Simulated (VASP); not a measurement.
Runs of VASP 6.6.1 on CdS (Greenockite). It takes space group P6_3mc (No. 186, hexagonal). Conventional cell: a = 4.150 Å, b = 4.150 Å, c = 6.737 Å, α = 90.00°, β = 90.00°, γ = 120.00°. Cd (site symmetry 3m) is surrounded by 4 S at 2.53 to 2.54 Å. S (site symmetry 3m) has 4 Cd at 2.53 to 2.54 Å as nearest neighbours. 

```tsv
task	level	spin	cell	k mesh	cutoff (eV)	gap on the mesh (eV)	pressure (GPa)	relaxed volume (Å³/atom)	largest force (eV/Å)
relaxation of cell and atoms	BLYP	off	relaxed	7 × 7 × 4	600	0.90	0.0	(a)	-
band structure	BLYP	off	as given	7 × 7 × 4	520	1.16	5.7	-	0.07
relaxation of cell and atoms	revPBE	off	relaxed	7 × 7 × 4	600	1.17	0.0	26.93	-
relaxation of cell and atoms	RPBE	off	relaxed	7 × 7 × 4	600	1.18	0.0	(b)	0.01
```

Alike in all rows: potentials or basis VASP PAW PBE potentials, release 64 (Cd, S); smearing fermi-dirac 0.05 eV.

Problem. Estimate the missing entries.

Solution. (a) 27.68; (b) 27.23.

Caveats: the PAW data sets were made with another functional, which shifts forces and pressure a little; the volume moved by +10 % from the deposited cell, more than functionals usually miss (some runs).

A k mesh can miss the band edges, and the runs leave out spin-orbit coupling on Cd.

Runs at the PBE level aren't shown here.
